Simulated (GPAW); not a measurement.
Input of a GPAW 26.7.0 run:

File run.py:

```python
from ase import Atoms
from ase.dft.bandgap import bandgap
from ase.io import write
from ase.units import Bohr, GPa
from gpaw import GPAW, PW
from gpaw.elf import elf_from_dft_calculation

atoms = Atoms(['Au'],
              cell=[[0.0, 2.035, 2.035],
                    [2.035, 0.0, 2.035],
                    [2.035, 2.035, 0.0]],
              scaled_positions=[[0.0, 0.0, 0.0]],
              pbc=True)

calc = GPAW(mode=PW(600),
            xc='PBE',
            kpts={'size': (11, 11, 11), 'gamma': True},
            occupations={'name': 'methfessel-paxton', 'order': 0, 'width': 0.020999999999999998},
            nbands=14,
            convergence={'density': 1e-05, 'energy': 1e-05},
            maxiter=150,
            txt='gpaw.txt')
atoms.calc = calc
energy = atoms.get_potential_energy()
forces = atoms.get_forces()
stress = atoms.get_stress()
calc.write('gs.gpw')
write('result.traj', atoms)
print(f'Energy: {energy:.6f} eV')
print('Forces (eV/A):')
print(forces.round(4))
print('Stress (GPa):', (stress / GPa).round(3))
print('Fermi level:', round(calc.get_fermi_level(), 4), 'eV')
print(f'Gap: {bandgap(calc)[0]:.4f} eV, direct: {bandgap(calc, direct=True)[0]:.4f} eV')

# fields on the real-space grid
write('density.cube', atoms, data=calc.get_pseudo_density() * Bohr**3)
write('potential.cube', atoms, data=calc.get_electrostatic_potential())
write('elf.cube', atoms, data=elf_from_dft_calculation(calc).data)
```

Potentials or basis: GPAW PAW data sets (gpaw-data 1.2.1), pw.

Launch:

```sh
$ OMP_NUM_THREADS=1 python run.py
```

Question: Predict the pressure.

Answer: 13.4 GPa.

Question: Estimate the band gap on the k mesh.

Answer: None (metal or under the smearing width).

Caveat: with this Au data set, volumes or pressures lay over 1.5 % or 2 GPa off other programs in two to four cells of ten. Spin-orbit coupling is left out, which matters for the levels of Au.
